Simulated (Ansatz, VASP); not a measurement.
SiC (Moissanite) in VASP and in Ansatz

```
CELL_PARAMETERS angstrom
3.01321 0.00000 0.00000
-1.50660 2.60951 0.00000
0.00000 0.00000 4.94495
ATOMIC_POSITIONS crystal
Si 0.66667 0.33333 0.50000
Si 0.33333 0.66667 0.00000
C 0.66667 0.33333 0.88500
C 0.33333 0.66667 0.38500
```

Alike in both runs: task single point; functional r2SCAN; dispersion D3(BJ); k mesh 10 × 10 × 5; occupations fermi-dirac, width 0.05 eV; no spin polarisation.

|  | VASP | Ansatz |
| --- | --- | --- |
| version | VASP 6.6.1 | Ansatz 0.2.0 |
| potentials or method | VASP PAW PBE potentials, release 64 (Si, C) | Ansatz PAW |
| plane-wave cutoff (eV) | 520 | 500 |
| valence electrons in the cell | 16 | 16 |

|  | VASP | Ansatz | Ansatz less VASP |
| --- | --- | --- | --- |
| gap on the k mesh at the Fermi level (eV) | 2.78 | 2.77 | -0.009 |
| least direct gap on the mesh (eV) | 4.74 | 4.73 | -0.010 |
| pressure (GPa) | 13.3 | 13.6 | +0.25 |
| largest component of the traceless stress (GPa) | 4.64 | 4.70 | +0.064 |
| rms of the force components (eV/Å) | 0.504 | 0.506 | +0.0016 |
| dispersion energy (meV/atom) | -150.2 | -150.3 | -0.07 |

Atom by atom the forces differ by 0.002 eV/Å (rms over components).

Caveats: the PAW data sets were made with another functional, which shifts forces and pressure a little (VASP); an odd mesh through Γ misses points on the zone boundary, where band edges often lie (VASP); odd divisions of the mesh miss points on the zone boundary, where band edges often lie, so the gap on the mesh can be too wide (Ansatz); the PAW data sets come from PBE, with cores solved anew for the run's functional, which leaves a small shift of forces and pressure (Ansatz); the dispersion damping was fitted for another functional or another form of the correction (Ansatz). r2SCAN opens gaps a little over a GGA but as a rule still falls short of measured ones.
